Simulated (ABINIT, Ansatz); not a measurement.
# KF (Carobbiite): Raman and infrared activity, part 2 of 2

Aim: Raman and infrared lines of KF (Carobbiite).

ABINIT 10.8.3; DFT LDA, scalar-relativistic, plane waves, PseudoDojo norm-conserving pseudopotentials.

So far. Step 3 (Self-consistent run for the response): The cell stands at -1.8 GPa: the relaxation ran with a smoothed and higher cutoff and on another k mesh. Step 5 (Linear response at Γ): The acoustic modes at Γ come out as far as 2.3 cm⁻¹ from zero, where they should vanish, a small numerical error; the Born charges miss their sum rule by 8.1e-4 e, which is good. The relaxed cell has a = 5.158 Å (conventional setting).

## Step 6: Zone-centre analysis

anaddb reads the merged derivatives, imposes the acoustic sum rule and charge neutrality, and adds the LO-TO term along chosen directions.

Contents of anaddb.abi:

```
ddb_filepath "gamma_DDB"
output_file "anaddb.abo"
outdata_prefix "anaddb"
asr 1
chneut 1
enunit 2
eivec 1
nph1l 1
qph1l 0.0 0.0 0.0 1.0
dieflag 1
nph2l 3
qph2l 
    1.0 0.0 0.0 0.0
    0.0 0.0 1.0 0.0
    1.0 1.0 1.0 0.0
nlflag 1
ramansr 1
alphon 1
prtmbm 1
```

Contents of mrgddb.in:

```
gamma_DDB
merged
3
dfpt_gammao_DS2_DDB
dfpt_gammao_DS3_DDB
gso_DDB
```

Started as:

```bash
mrgddb < mrgddb.in > mrgddb.log
OMP_NUM_THREADS=1 anaddb anaddb.abi > anaddb.log
```

anaddb.abo, the main output file:

```text
[banners, grids, parts of the stress and lines that vanish by symmetry left out]
-outvars_anaddb: echo values of input variables ----------------------

 Flags :
[...]
Dielectric Tensor and Effective Charges
[...]
Effective charge tensors after
[...]
1          1       -0.000000000       -0.000000000       -0.000000000
[...]
1          2       -0.000000000       -0.000000000       -0.000000000
[...]
1          3       -0.000000000       -0.000000000       -0.000000000
[...]
2          1       -0.000000000       -0.000000000       -0.000000000
[...]
2          2       -0.000000000       -0.000000000       -0.000000000
[...]
2          3       -0.000000000       -0.000000000       -0.000000000
[...]
Phonon wavevector (reduced coordinates) :  0.00000  0.00000  0.00000
 Phonon energies in Hartree :
[...]
Phonon energies in meV     :
-  0.000000E+00  0.000000E+00  0.000000E+00  2.615018E+01  2.615018E+01
-  2.615018E+01
 Phonon frequencies in cm-1    :
-  0.000000E+00  0.000000E+00  0.000000E+00  2.109155E+02  2.109155E+02
-  2.109155E+02
 Phonon frequencies in Thz     :
-  0.000000E+00  0.000000E+00  0.000000E+00  6.323087E+00  6.323087E+00
-  6.323087E+00
 Phonon energies in Kelvin  :
-  0.000000E+00  0.000000E+00  0.000000E+00  3.034603E+02  3.034603E+02
-  3.034603E+02
[...]
-  1  0.00000000E+00  0.00000000E+00 -3.07287102E-03
-     0.00000000E+00  0.00000000E+00  0.00000000E+00
-  2  0.00000000E+00  0.00000000E+00 -3.07286827E-03
-     0.00000000E+00  0.00000000E+00  0.00000000E+00
[...]
-  1  0.00000000E+00 -3.07287102E-03  0.00000000E+00
-     0.00000000E+00  0.00000000E+00  0.00000000E+00
-  2  0.00000000E+00 -3.07286827E-03  0.00000000E+00
-     0.00000000E+00  0.00000000E+00  0.00000000E+00
[...]
-  1  3.07287102E-03  0.00000000E+00  0.00000000E+00
-     0.00000000E+00  0.00000000E+00  0.00000000E+00
-  2  3.07286827E-03  0.00000000E+00  0.00000000E+00
-     0.00000000E+00  0.00000000E+00  0.00000000E+00
[...]
-  1  1.27331821E-07  2.89378770E-07 -2.14202015E-03
-     0.00000000E+00  0.00000000E+00  0.00000000E+00
-  2 -2.62046349E-07 -5.95535740E-07  4.40823476E-03
-     0.00000000E+00  0.00000000E+00  0.00000000E+00
[...]
-  1  1.18478803E-07 -2.14202015E-03 -2.89371727E-07
-     0.00000000E+00  0.00000000E+00  0.00000000E+00
-  2 -2.43827014E-07  4.40823476E-03  5.95521246E-07
-     0.00000000E+00  0.00000000E+00  0.00000000E+00
[...]
-  1  2.14202016E-03  1.18461600E-07  1.27347826E-07
-     0.00000000E+00  0.00000000E+00  0.00000000E+00
-  2 -4.40823479E-03 -2.43791611E-07 -2.62079286E-07
-     0.00000000E+00  0.00000000E+00  0.00000000E+00
[...]
-     1         -0.000000    -0.000000    -0.000001     0.000001
-     2         -0.000000    -0.000001    -0.000000     0.000001
-     3          0.000001     0.000000     0.000000     0.000001
-     4         -0.000000    -0.000000    -1.537583     1.537583
-     5         -0.000000    -1.537583    -0.000000     1.537583
-     6          1.537583    -0.000000    -0.000000     1.537583
[...]
-   1     Real    0.0000E+00  0.0000E+00  0.0000E+00  0.0000E+00  0.0000E+00  0.0000E+00  0.0000E+00
[...]
-   2     Real    0.0000E+00  0.0000E+00  0.0000E+00  0.0000E+00  0.0000E+00  0.0000E+00  0.0000E+00
[...]
-   3     Real    0.0000E+00  0.0000E+00  0.0000E+00  0.0000E+00  0.0000E+00  0.0000E+00  0.0000E+00
[...]
-   4     Real    0.0000E+00  0.0000E+00  5.6789E-05  0.0000E+00  0.0000E+00  0.0000E+00  5.6789E-05
[...]
-   5     Real    0.0000E+00  5.6789E-05  0.0000E+00  0.0000E+00  0.0000E+00  0.0000E+00  5.6789E-05
[...]
-   6     Real    5.6789E-05  0.0000E+00  0.0000E+00  0.0000E+00  0.0000E+00  0.0000E+00  5.6789E-05
[...]
-         0.000000000       0.000000000       0.000000000
-         0.000000000       0.000000000       0.000000000
[...]
Phonon at Gamma, with non-analyticity in the
[...]
Phonon energies in Hartree :
[...]
Phonon energies in meV     :
-  0.000000E+00  0.000000E+00  0.000000E+00  2.615018E+01  2.615018E+01
-  4.210507E+01
 Phonon frequencies in cm-1    :
-  0.000000E+00  0.000000E+00  0.000000E+00  2.109155E+02  2.109155E+02
-  3.396003E+02
 Phonon frequencies in Thz     :
-  0.000000E+00  0.000000E+00  0.000000E+00  6.323087E+00  6.323087E+00
-  1.018096E+01
 Phonon energies in Kelvin  :
-  0.000000E+00  0.000000E+00  0.000000E+00  3.034603E+02  3.034603E+02
-  4.886091E+02
[...]
-  1  0.00000000E+00  0.00000000E+00 -3.07287102E-03
[...]
-  2  0.00000000E+00  0.00000000E+00 -3.07286827E-03
[...]
Phonon at Gamma, with non-analyticity in the
[...]
Phonon energies in Hartree :
[...]
Phonon energies in meV     :
-  0.000000E+00  0.000000E+00  0.000000E+00  2.615018E+01  2.615018E+01
-  4.210507E+01
 Phonon frequencies in cm-1    :
-  0.000000E+00  0.000000E+00  0.000000E+00  2.109155E+02  2.109155E+02
-  3.396003E+02
 Phonon frequencies in Thz     :
-  0.000000E+00  0.000000E+00  0.000000E+00  6.323087E+00  6.323087E+00
-  1.018096E+01
 Phonon energies in Kelvin  :
-  0.000000E+00  0.000000E+00  0.000000E+00  3.034603E+02  3.034603E+02
-  4.886091E+02
[...]
Phonon at Gamma, with non-analyticity in the
[...]
Phonon energies in Hartree :
[...]
Phonon energies in meV     :
-  0.000000E+00  0.000000E+00  0.000000E+00  2.615018E+01  2.615018E+01
-  4.210507E+01
 Phonon frequencies in cm-1    :
-  0.000000E+00  0.000000E+00  0.000000E+00  2.109155E+02  2.109155E+02
-  3.396003E+02
 Phonon frequencies in Thz     :
-  0.000000E+00  0.000000E+00  0.000000E+00  6.323087E+00  6.323087E+00
-  1.018096E+01
 Phonon energies in Kelvin  :
-  0.000000E+00  0.000000E+00  0.000000E+00  3.034603E+02  3.034603E+02
-  4.886091E+02
[...]
-  1  1.90142975E-05 -3.07230382E-03 -5.58822828E-05
[...]
-  2  1.90137106E-05 -3.07230164E-03 -5.58828027E-05
[...]
-  1  3.07278109E-03  1.87599085E-05  1.41275129E-05
[...]
-  2  3.07277891E-03  1.87604610E-05  1.41280695E-05
[...]
-  1  2.77266340E-04  1.35684927E-03 -1.63411561E-03
[...]
-  2 -5.70608600E-04 -2.79236875E-03  3.36297735E-03
[...]
-  1  1.72683438E-03 -1.10353689E-03 -6.23297497E-04
[...]
-  2 -3.55379073E-03  2.27105691E-03  1.28273382E-03
[...]
-         0.000000000       0.000000000       0.000000000
-         0.000000000       0.000000000       0.000000000
[...]
-         0.000000000       0.000000000       0.000000000
-         0.000000000       0.000000000       0.000000000
-         0.000000000       0.000000000       0.000000000
[...]
-         0.000000000       0.000000000       0.000000000
-         0.000000000       0.000000000       0.000000000
-         0.000000000       0.000000000       0.000000000
[...]
Direction                     Dielectric constant
[...]
0.00000   0.00000   1.00000      5.43267247
   1.00000   1.00000   1.00000      5.43267247
-
```

Elapsed: 1 s, on 1 thread of Arm Neoverse V1, shared host.

Numbers from this step:

| Item | Value |
| --- | --- |
| mean static dielectric constant | 5.433 |
| highest mode moved by the LO-TO term | 339.6 cm⁻¹ |

No LO-TO term; unit eigenvectors of the mass-weighted matrix, from anaddb's displacements. Modes at Γ, with each element's share of the kinetic energy:

| mode | frequency (cm⁻¹) | symmetry | K % | F % |
| --- | --- | --- | --- | --- |
| 1 | 0.0 | acoustic | 67 | 33 |
| 2 | 0.0 | acoustic | 67 | 33 |
| 3 | 0.0 | acoustic | 67 | 33 |
| 4 | 210.9 | T1u | 33 | 67 |
| 5 | 210.9 | T1u | 33 | 67 |
| 6 | 210.9 | T1u | 33 | 67 |

Displacements in mode 4 (210.9 cm⁻¹), the largest set to 1:
```
K1   0.00  0.00 -0.49
F2   0.00  0.00  1.00
```

Trace of the oscillator strength, degenerate modes summed. Lines of the infrared spectrum (strongest = 100):

| position (cm⁻¹) | lines merged | IR intensity, relative |
| --- | --- | --- |
| 211 | 3 | 100 |

Static dielectric tensor (ions relaxed, fixed cell):

```
5.43 0.00 0.00
0.00 5.43 0.00
0.00 0.00 5.43
```

The rule moves no optical mode by more than 0.1 cm⁻¹.

## Step 7: Cross-check with Ansatz

The same cell, potentials and cutoff go through another code, on another k mesh. Its k mesh is centred on Γ.

This step: DFT LDA, scalar-relativistic, plane waves, PseudoDojo norm-conserving pseudopotentials (Ansatz 0.2.0).

Contents of input.yaml:

```yaml
crystal:
  lattice:
    - [0.0, 2.5791403956, 2.5791403956]
    - [2.5791403956, 0.0, 2.5791403956]
    - [2.5791403956, 2.5791403956, 0.0]
  atoms:
    - { symbol: K, position: [0.0, 0.0, 0.0] }
    - { symbol: F, position: [0.5, 0.5, 0.5] }
kpoints:
  mp_grid: { grid: [8, 8, 8] }
hamiltonian:
  xc: lda
  pseudopotentials: { kind: nc, accuracy: standard }
scf:
  occupations: { method: fixed }
output:
  eigenvalues: true
basis:
  ecutwfc: 925.187
phonons:
  method: dfpt
  dielectric: true
  rigid_motions: translations
  raman: true
```

Started as:

```bash
ansatz run input.yaml --threads 4 --pin off --max-ram 8192MiB --backend cpu --events-out ev --progress --plain --runs-dir out
```

Output:

```text
Warning: basis.ecutwfc = 925.187 eV is below the records' recommended 1142.878222 eV, and the density's cutoff is lower with it unless basis.ecutrho_ratio is high enough to keep the records' density cutoff: compare with a run at a higher cutoff
Engine: ansatz 0.2.0, aarch64-unknown-linux-gnu
Pseudopotentials: kind: nc
Pseudopotential: K, nc, valence charge 9, recommended cutoff 979.609905 eV (normal), K.nc.azcp (PseudoDojo's, or run here from an input of PseudoDojo's; its table is named by hamiltonian.pseudopotentials.accuracy)
Pseudopotential: F, nc, valence charge 7, recommended cutoff 1142.878222 eV (normal), F.nc.azcp (PseudoDojo's, or run here from an input of PseudoDojo's; its table is named by hamiltonian.pseudopotentials.accuracy)
Functional definition: SPW92
  exchange = slater_x
  correlation = pw_c
Crystal: 2 atoms, lattice volume = 34.313 Å³
Basis set: ecut = 925.187 eV, 2133 PW (Γ), exchange–correlation on 80×80×80 points (8 copies of the dense FFT grid, shifted against one another)
Bands: 12, of which v1, the nominal top of the filled ones, is band 8 counted from 1 (7 counted from 0)
Symmetry: 48 space group operations
k-points: 59 of 512 (irreducible under 8 space group operations, time reversal used)
Non-local potential: K, projectors of the file, l = 0: 2, l = 1: 2, l = 2: 2
Non-local potential: F, projectors of the file, l = 0: 2, l = 1: 2, l = 2: 1
Initial density: superposition of atomic densities (chi_scale 0.1, normalization cell, long waves kept (reshape's long-wave potential 0.00 eV rms))
Initial wavefunctions: pseudopotential atomic-orbital guess
Functional: x = slater, c = lda
SCF iter   1: F=—  HF=-1489.395048 eV  |F-HF|=—  |Δ(HF+E_count)|=         —  Δρ=2.05e-1  dr2=1.24e1  ethr=3.10e-3  ⟨swp⟩=6.3  Hψ=4508  notcnv=0  defer=105
preconditioner: auto → none  [insulator: Δε(μ)=2.888 eV  Ē_g=16.128 eV  n_scr=8 (ndim 8)  ℏωp=23.7 eV  f_vac=0.000  ε∞_Penn≈3.2]
SCF iter   2: F=—  HF=-1487.746046 eV  |F-HF|=—  |Δ(HF+E_count)|=    1.65e0  Δρ=1.52e-1  dr2=5.08e0  ethr=3.10e-3  ⟨swp⟩=4.2  Hψ=2696  notcnv=0  defer=113
SCF iter   3: F=—  HF=-1486.188988 eV  |F-HF|=—  |Δ(HF+E_count)|=    1.56e0  Δρ=2.21e-2  dr2=1.42e-1  ethr=3.10e-3  ⟨swp⟩=3.0  Hψ=1409  notcnv=0  defer=111
SCF iter   4: F=—  HF=-1486.162566 eV  |F-HF|=—  |Δ(HF+E_count)|=   2.64e-2  Δρ=9.88e-3  dr2=2.37e-2  ethr=8.87e-4  ⟨swp⟩=2.0  Hψ=1719  notcnv=0  defer=113
SCF iter   5: F=—  HF=-1486.156443 eV  |F-HF|=—  |Δ(HF+E_count)|=   6.12e-3  Δρ=8.85e-4  dr2=2.45e-4  ethr=1.48e-4  ⟨swp⟩=2.2  Hψ=1058  notcnv=0  defer=116
SCF iter   6: F=—  HF=-1486.156509 eV  |F-HF|=—  |Δ(HF+E_count)|=   6.59e-5  Δρ=1.93e-4  dr2=6.43e-6  ethr=1.53e-6  ⟨swp⟩=2.0  Hψ=1237  notcnv=0  defer=116
SCF iter   7: F=—  HF=-1486.156512 eV  |F-HF|=—  |Δ(HF+E_count)|=   2.50e-6  Δρ=1.21e-4  dr2=4.56e-6  ethr=4.02e-8  ⟨swp⟩=2.0  Hψ=1130  notcnv=0  defer=110
SCF iter   8: F=—  HF=-1486.156510 eV  |F-HF|=—  |Δ(HF+E_count)|=   1.95e-6  Δρ=2.03e-5  dr2=1.45e-7  ethr=2.85e-8  ⟨swp⟩=2.0  Hψ=876  notcnv=0  defer=87
SCF iter   9: F=—  HF=-1486.156510 eV  |F-HF|=—  |Δ(HF+E_count)|=   5.96e-7  Δρ=4.77e-6  dr2=6.90e-9  ethr=9.04e-10  ⟨swp⟩=2.0  Hψ=879  notcnv=0  defer=57
SCF iter  10: F=-1486.156510 eV  HF=-1486.156510 eV  |F-HF|=1.30e-11  |Δ(HF+E_count)|=   1.69e-9  Δρ=2.70e-7  dr2=1.81e-11  ethr=1.00e-12  ⟨swp⟩=9.0  Hψ=6151  notcnv=0
SCF 1 converged in 10 iterations: F = -1486.156510 eV  dr2 = 1.81e-11
DFPT response loops at Γ: preconditioner auto → none (the input reference at scf.mixing.eps_inf says where Resta's filter doesn't serve); β = 0.50; Broyden in place of MSR1
── the response to a field inside a basis, on 8×8×8 k-points: an SCF that follows is theirs, and a resumed run solves both again ──
Bands: 9, of which v1, the nominal top of the filled ones, is band 8 counted from 1 (7 counted from 0)
k-points: 60 of 512 (irreducible under 12 space group operations)
Initial density: handed on by an earlier stage of this run
Initial wavefunctions: pseudopotential atomic-orbital guess (no wavefunctions were taken with the density)
Eigensolver: Dense (60 Hₖ)
SCF iter   1: F=—  HF=-1486.174031 eV  |F-HF|=—  |Δ(HF+E_count)|=         —  Δρ=1.81e-3  dr2=1.13e-4  ethr=1.00e-1
preconditioner: auto → none  [insulator: Δε(μ)=6.545 eV  Ē_g=17.865 eV  n_scr=8 (ndim 8)  ℏωp=25.4 eV  f_vac=0.081  ε∞_Penn≈3.0]
SCF iter   2: F=—  HF=-1486.174031 eV  |F-HF|=—  |Δ(HF+E_count)|=   2.36e-7  Δρ=8.83e-4  dr2=3.24e-5  ethr=7.09e-7
SCF iter   3: F=—  HF=-1486.174031 eV  |F-HF|=—  |Δ(HF+E_count)|=   2.78e-7  Δρ=4.46e-4  dr2=7.11e-6  ethr=2.02e-7
SCF iter   4: F=—  HF=-1486.174032 eV  |F-HF|=—  |Δ(HF+E_count)|=   5.58e-7  Δρ=3.16e-5  dr2=3.27e-8  ethr=4.44e-8
SCF iter   5: F=—  HF=-1486.174032 eV  |F-HF|=—  |Δ(HF+E_count)|=   1.02e-8  Δρ=4.77e-6  dr2=8.80e-10  ethr=2.04e-10
SCF iter   6: F=-1486.174032 eV  HF=-1486.174032 eV  |F-HF|=9.09e-13  |Δ(HF+E_count)|=  2.33e-10  Δρ=1.68e-7  dr2=1.88e-12  ethr=5.50e-12
SCF 1 converged in 6 iterations: F = -1486.174032 eV  dr2 = 1.88e-12
DFPT response loops at Γ: mixed as the last ones told, above
DFPT response loops at Γ: mixed as the last ones told, above
DFPT response loops at Γ: mixed as the last ones told, above
SCF converged after 10 iterations
Free energy (F): -1486.156510 eV
Harris-Foulkes:  -1486.156510 eV  (|F-HF|=1.30e-11)
Internal energy: -1486.156510 eV  (E = F + TS)
E sigma→0 (E₀):  -1486.156510 eV
Fermi energy:    1.882054 eV
--- Per-component energies (eV) ---
  E_band       = -113.043715
  E_kinetic    = 720.651215
  E_local      = -1269.281566  (includes V_loc(G=0)·N_el)
  E_nonlocal   = 43.319593
  E_hartree    = 360.814183
  E_xc         = -318.081189
  E_vxc        = -329.361190  (∫ρ·V_xc dr)
  E_ewald      = -1023.578746
  E_smearing   = -0.000000  (= −TS)
  E_closure    = -0.000000  (closes the sum)
  Σ components = -1486.156510   (vs F -1486.156510, Δ=0.00e0)
--- Band table (eV; the first three rows and the last of 59) ---
  k-point 0: bands = [... 4 lower, -6.8457, 1.8821, 1.8821, 1.8821, 8.2772, 12.7010, 12.7010, 12.7010]
  k-point 1: bands = [... 4 lower, -6.8524, 1.7071, 1.8091, 1.8091, 8.7589, 12.4131, 12.9389, 12.9389]
  k-point 2: bands = [... 4 lower, -6.8680, 1.3429, 1.6414, 1.6414, 9.9191, 12.0649, 13.5373, 13.5373]
  k-point 58: bands = [... 4 lower, -6.9502, 1.3648, 1.7654, 1.7654, 11.6999, 11.6999, 13.5722, 15.8954]
--- Phonons (Γ-DFPT): 2 representative perturbations + reference, on 59 of 512 k-points (Σ response iterations 6) ---
  k mesh reduced under 8 symmetry operations, with k and −k counted as one. Each operation leaves every solved perturbation unchanged. A smaller set is not considered because the run solves the response to a homogeneous field
  ASR residual: 5.578e-4 → 0.000e0 eV/Å²; symmetrization residual: 1.603e-6 eV/Å²
  ASR residual per site (eV/Å²): 2.88e-5 5.58e-4
  Γ frequencies (cm⁻¹): 0.00 0.00 0.00 210.91 210.91 210.91
  ε∞ (high-frequency dielectric tensor):
        2.095343    -0.000000    -0.000000
        0.000000     2.095343    -0.000000
        0.000000     0.000000     2.095343
  ε⁰ (static dielectric tensor: ions relaxed, cell fixed):
        5.435877    -0.000000    -0.000000
        0.000000     5.435877     0.000000
       -0.000000     0.000000     5.435877
  ε⁰ − ε∞ (ionic part):
        3.340534    -0.000000    -0.000000
       -0.000000     3.340534     0.000000
       -0.000000     0.000000     3.340534
  softest optical mode at Γ: 210.91 cm⁻¹; the repairs (sum rule, projections) moved no ω² at Γ by more than (2.85 cm⁻¹)²
  Born effective charges Z* (e; rows j = field, columns β = displacement):
    site 0:
         1.15102   -0.00000    0.00000
         0.00000    1.15102    0.00000
         0.00000   -0.00000    1.15102
    site 1:
        -1.15102    0.00000    0.00000
         0.00000   -1.15102   -0.00000
         0.00000    0.00000   -1.15102
  Z* charge neutrality: 2.541e-5 e pre-enforcement
  k-mesh period / interband length: 29.2 Å / 0.87 Å = 33.38 at k = (0.0000, 0.0000, 0.0000), direct gap 6.395 eV — 14 or more, which is no proof of convergence
  Raman tensors (in the event stream and the table raman_tensors.tsv): an entry may err by 1.7e-4 Å², one of the second-order susceptibility by 1.5e-20 pm/V (basis, points and sum rule); their sum over the sites missed zero by 1.800e-21 Å² ahead of its enforcement
  optical modes at Γ without the LO–TO term, one row a degenerate level:
      ω (cm⁻¹)  modes    IR ((D/Å)²/amu)  static Raman (Å⁴/amu)  depolarisation
        210.91      3             7.1718                 0.0000               —
  optical modes at Γ + LO–TO along q̂ = [1.0000, 0.0000, 0.0000]:
      ω (cm⁻¹)  modes    IR ((D/Å)²/amu)  static Raman (Å⁴/amu)  depolarisation
        210.91      2             4.7812                 0.0000               —
        339.71      1             2.3906                 0.0000               —
  optical modes at Γ + LO–TO along q̂ = [0.0000, 1.0000, 0.0000]:
      ω (cm⁻¹)  modes    IR ((D/Å)²/amu)  static Raman (Å⁴/amu)  depolarisation
        210.91      2             4.7812                 0.0000               —
        339.71      1             2.3906                 0.0000               —
  optical modes at Γ + LO–TO along q̂ = [0.0000, 0.0000, 1.0000]:
      ω (cm⁻¹)  modes    IR ((D/Å)²/amu)  static Raman (Å⁴/amu)  depolarisation
        210.91      2             4.7812                 0.0000               —
        339.71      1             2.3906                 0.0000               —
```

It took 54 s on 4 threads; peak memory 0.8 GiB; 3.5 min of CPU time.

This step gave:

| Quantity | Value |
| --- | --- |
| sum-rule residual before enforcement | 5.58e-4 eV/Å² |
| miss of the charge sum rule | 2.54e-5 e |
| mean static dielectric constant | 5.436 |
| highest mode moved by the LO-TO term | 339.7 cm⁻¹ |

Transverse modes. Infrared lines, with heights relative to the strongest:

| position (cm⁻¹) | label | IR intensity ((D/Å)²/amu), degenerate modes summed, relative |
| --- | --- | --- |
| 211 | T1u | 100 |

## Step 8: The two compared: ABINIT PseudoDojo and Ansatz, PseudoDojo

Worked out from the results:

```
root-mean-square difference : 0.01 cm⁻¹
largest difference          : 0.01 cm⁻¹
```

Frequencies side by side, by row:

| q (reciprocal lattice) | mode | ABINIT PseudoDojo (cm⁻¹) | Ansatz, PseudoDojo (cm⁻¹) |
| --- | --- | --- | --- |
| 0 0 0 | 1 | 0 | 0 |
| 0 0 0 | 2 | 0 | 0 |
| 0 0 0 | 3 | 0 | 0 |
| 0 0 0 | 4 | 210.9 | 210.9 |
| 0 0 0 | 5 | 210.9 | 210.9 |
| 0 0 0 | 6 | 210.9 | 210.9 |

The two runs side by side. Further quantities:

| quantity | ABINIT PseudoDojo | Ansatz, PseudoDojo |
| --- | --- | --- |
| mean ε∞ | 2.095 | 2.095 |
| largest Born charge in size (e; the first before, the second after the charge sum rule) | 1.151 | 1.151 |
| summed IR intensity ((D/Å)²/amu) | 7.165 | 7.172 |
| summed Raman activity (Å⁴/amu) | 0 | 0 |

At the zone centre the largest difference (acoustic modes at Γ apart) is 0.005 % of the highest mode.

## Step 9: What came out

| Item | Value |
| --- | --- |
| space group after relaxation | Fm-3m |
| volume per atom | 17.2 Å³ |
| highest optical zone-centre mode (no LO-TO term) | 210.9 cm⁻¹ |
| highest mode moved by the LO-TO term | 339.6 cm⁻¹ |
| mean high-frequency dielectric constant | 2.10 |
| largest Born charge in size (third of the trace) | 1.15 e |
| mean static dielectric constant | 5.43 |
| imaginary optical modes at the zone centre (no q mesh in this session) | none |
| largest difference from Ansatz, PseudoDojo | 0.01 cm⁻¹ |

**Reading.** No mode is Raman active in this structure; the strongest infrared line lies at 211 cm⁻¹. At the LDA level the optical modes of KF (Carobbiite) at the zone centre (no LO-TO term) lie at 211 cm⁻¹. The base run prints -1.8 GPa, mostly the error of a finite basis; the relaxation, with a smoothed and higher cutoff, had brought the cell to rest. An error of this size shows a cutoff that is short for these files. Along the directions run, the highest mode that the macroscopic field moves lies at 340 cm⁻¹. Lattice motion raises the mean dielectric constant from 2.095 to 5.433. The Born charge of K is 1.151 e against a formal charge of +1, somewhat above it. The Lyddane-Sachs-Teller relation holds: (ωLO/ωTO)² is 2.59 and ε₀/ε∞ is 2.59. ABINIT PseudoDojo and Ansatz, PseudoDojo agree to 0.01 cm⁻¹ (0.005 % of the highest mode compared) on all solved modes but the acoustic ones at Γ, without the LO-TO term. These are harmonic frequencies at zero temperature: anharmonic shifts and linewidths and thermal expansion are left out. Ansatz warns that the cutoff lies 19 % under the one recommended for these files; agreement at one cutoff is not convergence.

[Host names and launcher messages were left out of these logs when they were recorded.]

[Logs are printed without paths, hosts, clocks, repeated set-up lines and the standing remarks that a program may print on its own settings, such as how far it seeks lower states.]

[Hosts, paths, dates, database ids (printed as entryN), source tags and the programs' standing remarks are cut or masked in the printed files.]
